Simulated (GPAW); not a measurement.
Nb:

```xyz
1
Lattice="-1.6640 1.6640 1.6640 1.6640 -1.6640 1.6640 1.6640 1.6640 -1.6640" Properties=species:S:1:pos:R:3 pbc="T T T"
Nb    0.0000    0.0000    0.0000
```

Base run:

* Program: GPAW 26.7.0
* Functional: mBEEF
* Potentials or basis: GPAW PAW data sets (gpaw-data 1.2.1)
* Cutoff: 600 eV
* Basis: pw
* k mesh: 11 × 11 × 11
* Occupations: fermi-dirac, width 0.05 eV
* Spin: spin-orbit coupling, no magnetisation

Its results: pressure -7.6 GPa.

Q: The run is repeated on the same cell with these changes: functional from mBEEF to TPSS; band points from 80 to 100. What comes out?

A: Pressure -5.3 GPa.

Caveats: spin-orbit coupling was added after a scalar SCF, so levels and gaps hold it while energy, forces, pressure and moments don't; the PAW data sets were made with another functional, which shifts forces and pressure a little.
